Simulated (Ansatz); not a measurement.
The system is Bi2Se3 (Paraguanajuatite).

```
Bi Se
1.0
     2.07150    1.19598    9.54533
    -2.07150    1.19598    9.54533
     0.00000   -2.39196    9.54533
Bi Se
2 3
Cartesian
  0.0000 0.0000 17.1587
  0.0000 0.0000 11.4773
  0.0000 0.0000 22.5738
  0.0000 0.0000 6.0622
  0.0000 0.0000 0.0000
```

```yaml
Program: Ansatz 0.2.0
Task: relaxation of cell and atoms
Functional: LDA
Potentials_or_basis: Ansatz PAW
Cutoff: "420 eV (not typed: the program's choice for these potentials)"
k_mesh: 8 × 8 × 8
Occupations: fermi-dirac, width 0.05 eV
Spin: no spin polarisation
```

At the start: volume 28.38 Å³/atom.

Problem. How do energy, volume and symmetry change on relaxing?

Solution. It ends after 7 steps and the volume is 27.13 Å³/atom (-4.4 %); space group R-3m (No. 166, to 0.05 Å).

Step by step:
```
step  energy change (eV)  largest force (eV/Å)  volume (Å³)
   1              0.0000                0.1175       141.89
   2             -0.0107                0.1664       133.54
   3             -0.0353                0.0247       136.20
   4             -0.0365                0.0177       135.94
   5             -0.0367                0.0237       135.73
   6             -0.0368                0.0032       135.64
   7             -0.0356                0.0033       135.64
```

Final structure:
```yaml
crystal:
  lattice:
    - [2.05231, 1.18490, 9.29623]
    - [-2.05231, 1.18490, 9.29623]
    - [0.00000, -2.36980, 9.29623]
  atoms:
    - { symbol: Bi, position: [0.59864, 0.59864, 0.59864] }
    - { symbol: Bi, position: [0.40136, 0.40136, 0.40136] }
    - { symbol: Se, position: [0.79074, 0.79074, 0.79074] }
    - { symbol: Se, position: [0.20926, 0.20926, 0.20926] }
    - { symbol: Se, position: [0.00000, 0.00000, 0.00000] }
```

Caveat: the plane-wave basis is chosen anew once the cell has moved, so the energies of steps on either side of that aren't comparable; the PAW data sets come from PBE, with cores solved anew for the run's functional, which leaves a small shift of forces and pressure.
